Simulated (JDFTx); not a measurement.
# AlN under changes of volume

One of the cells (10.451 Å³/atom); the others are scaled copies at fixed shape and fractional positions:

```
CELL_PARAMETERS angstrom
3.11300 0.00000 0.00000
-1.55650 2.69594 0.00000
0.00000 0.00000 4.98100
ATOMIC_POSITIONS crystal
Al 0.66667 0.33333 0.50000
Al 0.33333 0.66667 0.00000
N 0.66667 0.33333 0.88000
N 0.33333 0.66667 0.38000
```

| Property | Result |
| --- | --- |
| Program | JDFTx 1.7.0 (patched build) |
| Functional | PBEsol |
| Potentials or basis | PseudoDojo-SR-PBEsol-0.4.1-standard with smoothed tails |
| Cutoff | 1143 eV |
| Density cutoff | 9143 eV |
| k mesh | 10 × 10 × 6 |
| Occupations | fermi-dirac, width 0.05 eV |
| Spin | no spin polarisation |

```csv
volume (Å³/atom),energy over the lowest point (meV/atom),pressure (GPa),gap on the mesh (eV),largest force (eV/Å)
9.824,26.79,14.2,4.69,0.182
10.033,?,?,?,?
10.242,2.91,4.4,4.31,0.148
10.451,0.00,0.1,4.14,0.132
10.660,2.37,-3.7,3.96,0.117
10.869,9.52,-7.2,3.80,0.104
11.078,21.01,-10.4,3.64,0.091
```

Question: What does the run at 10.033 Å³/atom give?

Answer: Energy over the lowest point 11.64 meV/atom; pressure 9.1 GPa; gap on the mesh 4.50 eV; largest force 0.164 eV/Å.

Worked out: A Birch-Murnaghan fit of order 3 (a polynomial in V^(-2/3)) to the other rows has its minimum at 10.46 Å³/atom with B0 = V·E''(V) = 201 GPa and B' = 3.9 at fixed shape and positions, which overstates the stiffness. It gives 11.64 meV/atom at 10.033 Å³/atom, against the run's 11.64, and -dE/dV = 9.1 GPa, against 9.1. A straight line through the other rows of the gap, of slope -8.74 eV per unit of ln V (its deformation potential), gives 4.50 eV, against the run's 4.50.

Energies are extrapolated to zero smearing.

A mesh can miss the band edges.
